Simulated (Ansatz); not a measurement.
We consider α-quartz-type GeO₂ (metastable phase), described by r²SCAN-D4 in Ansatz (PAW).

Run with plane-wave cutoff 560 eV, 12×12×6 k mesh (along the axes of the cell as run), Fermi–Dirac smearing 0.01 eV, scalar-relativistic PAW data made under PBE.

Energies at three volumes about the minimum:

```
V (Å³/atom)  E − E_lowest (meV/atom)
-----------  -----------------------
13.053                          0.70
13.319                          0.00
13.585                          0.67
```

Problem. Fit a parabola by hand: where is the minimum, and what is the bulk modulus?

Solution. Slopes: (0.00 − 0.70)/(13.319 − 13.053) = -2.632 and (0.67 − 0.00)/(13.585 − 13.319) = 2.519 meV/Å³. Curvature E″ = 2 × (2.519 − (-2.632))/(13.585 − 13.053) = 19.365 meV/Å⁶. From the middle of the first interval, the slope vanishes at V0 = 13.1860 − (-2.632)/19.365 = 13.322 Å³/atom. B = V0 E″ = 13.322 × 19.365 meV/Å³ × 0.1602 GPa per meV/Å³ = 41.3 GPa. The full Birch–Murnaghan fit to all volumes gives V0 = 13.318 Å³/atom and B0 = 41.5 GPa.

Shape and atoms are relaxed at each volume.

Measured, for comparison: bulk modulus 42 GPa (room temperature, no zero-point or thermal correction, from measured elastic constants; as tabulated in Sevik and Bulutay (2007), arXiv:cond-mat/0610176). Computed (rounded) less measured: bulk modulus -1 %.

Note: the bulk modulus comes from volumes at which shape and atoms were relaxed.

Ansatz is a quantum-chemistry and plane-wave program.
